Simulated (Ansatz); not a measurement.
Ansatz input

```yaml
crystal:
  lattice:
    - [3.9095844549, 0.0, 0.0]
    - [-1.9547922275, 3.3857994561, 0.0]
    - [0.0, 0.0, 2.3964108189]
  atoms:
    - { symbol: Co, position: [0.0, 0.0, 0.0] }
    - { symbol: Co, position: [0.3333333333, 0.6666666667, 0.5] }
    - { symbol: Co, position: [0.6666666667, 0.3333333333, 0.5] }
hamiltonian:
  xc: pbe
  pseudopotentials:
    kind: paw
    azcp:
      Co: "pseudopotentials/Co.paw.azcp"
basis:
  ecutwfc: 420
  fft_grid_basis: typed
kpoints:
  mp_grid: { grid: [11, 11, 15], shift: [0, 0, 0] }
magnetization:
  spin_polarized: false
scf:
  occupations: { method: fermi_dirac, width: 0.1 }
  lower_state_search: "off"
output:
  stress: true
```

Output

```
Engine: ansatz 0.2.0, x86_64-unknown-linux-gnu
Pseudopotentials: kind: paw
Pseudopotential: Co, paw, valence charge 17, recommended cutoff 420 eV (normal) 
Functional definition: PBE
  parameter kappa = 0.804
  parameter beta = 0.06672455060314922
  exchange = pbe_x(kappa = kappa, mu = beta*pi^2/3)
  correlation = pbe_c(beta = beta)
Crystal: 3 atoms, lattice volume = 31.721 Å³
Basis set: ecut = 420 eV, 621 PW (Γ)
Bands: 31, of which v1, the nominal top of the filled ones, is band 26 counted from 1 (25 counted from 0)
Symmetry: 24 space group operations
Space group: P6/mmm (ITA 191), of the structure as read, at distance tolerance 3.2e-5 Å
k-points: 128 of 1815
Non-local potential: Co, projectors of the file, l = 0: 3, l = 1: 2, l = 2: 3, l = 3: 1
PAW form: soft (Blöchl's): semilocal exchange-correlation on the pseudo side does not see the compensation charge
PAW one-centre angular grid: Co, 590 points (default); XC on 64 Gauss nodes
Initial density: superposition of atomic densities (neutral atoms: chi_scale 0, normalization atom), corrected by the library's trained network
Initial wavefunctions: pseudopotential atomic-orbital guess
Functional: x = pbe(κ = 0.804, μ = 0.2195149727645171), c = pbe(β = 0.06672455060314922)
SCF iter   1: F=—  HF=-15377.505161 eV  |F-HF|=—  |Δ(HF+E_count)|=         —  Δρ=2.46e-2  dr2=1.76e-1  ethr=1.77e-3  ⟨swp⟩=4.4  Hψ=12557  notcnv=0
SCF iter   2: F=—  HF=-15377.505459 eV  |F-HF|=—  |Δ(HF+E_count)|=   2.98e-4  Δρ=2.20e-2  dr2=1.47e-1  ethr=3.46e-4  ⟨swp⟩=1.0  Hψ=4992  notcnv=0
SCF iter   3: F=—  HF=-15377.504044 eV  |F-HF|=—  |Δ(HF+E_count)|=   1.42e-3  Δρ=8.22e-3  dr2=8.25e-3  ethr=2.88e-4  ⟨swp⟩=1.0  Hψ=3968  notcnv=0
SCF iter   4: F=—  HF=-15377.502287 eV  |F-HF|=—  |Δ(HF+E_count)|=   1.76e-3  Δρ=2.62e-3  dr2=9.61e-4  ethr=1.62e-5  ⟨swp⟩=1.0  Hψ=3970  notcnv=0
SCF iter   5: F=—  HF=-15377.502348 eV  |F-HF|=—  |Δ(HF+E_count)|=   6.16e-5  Δρ=6.16e-4  dr2=3.03e-5  ethr=1.88e-6  ⟨swp⟩=1.0  Hψ=3969  notcnv=0
SCF iter   6: F=—  HF=-15377.502358 eV  |F-HF|=—  |Δ(HF+E_count)|=   9.47e-6  Δρ=1.23e-4  dr2=1.57e-6  ethr=5.94e-8  ⟨swp⟩=1.3  Hψ=4178  notcnv=0
SCF iter   7: F=-15377.502359 eV  HF=-15377.502359 eV  |F-HF|=2.85e-8  |Δ(HF+E_count)|=   1.67e-6  Δρ=2.81e-5  dr2=7.22e-8  ethr=1.96e-10  ⟨swp⟩=3.6  Hψ=17679  notcnv=0
SCF 1 converged in 7 iterations: F = -15377.502359 eV  dr2 = 7.22e-8
SCF converged after 7 iterations
Free energy (F): -15377.502359 eV
Harris-Foulkes:  -15377.502359 eV  (|F-HF|=2.85e-8)
Internal energy: -15377.203532 eV  (E = F + TS)
E sigma→0 (E₀):  -15377.352946 eV
Entropy (-TS):   -0.298827 eV (-99.609 meV/atom)
Fermi energy:    19.212924 eV
--- Per-component energies (eV) ---
  E_band       = -704.135882
  E_kinetic    = 1365.486851
  E_local      = -8413.285097  (includes V_loc(G=0)·N_el)
  E_nonlocal   = 1360.945612
  E_hartree    = 3532.532283
  E_xc         = -478.064297
  E_vxc        = -617.014295  (∫ρ·V_xc dr)
  E_paw        = -4544.454979  (= ΣΔE_a)
  E_vpaw       = -1465.330060  (= ΣTr[D̂ρ^β])
  E_aug_tail   = 0.000267  (compensation charges beyond the density's cutoff)
  E_ewald      = -8200.364172
  E_smearing   = -0.298827  (= −TS)
  E_closure    = 0.000000  (closes the sum)
  Σ components = -15377.502359   (vs F -15377.502359, Δ=0.00e0)
--- Stress (GPa, compression-positive) ---
       -0.145378      -0.000000      -0.000000
        0.000000      -0.145378       0.000000
       -0.000000       0.000000       0.238372
  P = ⅓ Tr σ = -0.0175 GPa (-0.175 kbar)
```

Launched by

```sh
ansatz run input.yaml --threads 1 --pin off --max-ram 3584MiB --backend cpu --events-out ev --progress --plain --runs-dir out
```

On 1 thread of Intel(R) Xeon(R) Platinum 8259CL CPU @ 2.50GHz (Skylake/Cascade Lake) (shared host) this took about 13 s of wall time and 11 s of CPU time.
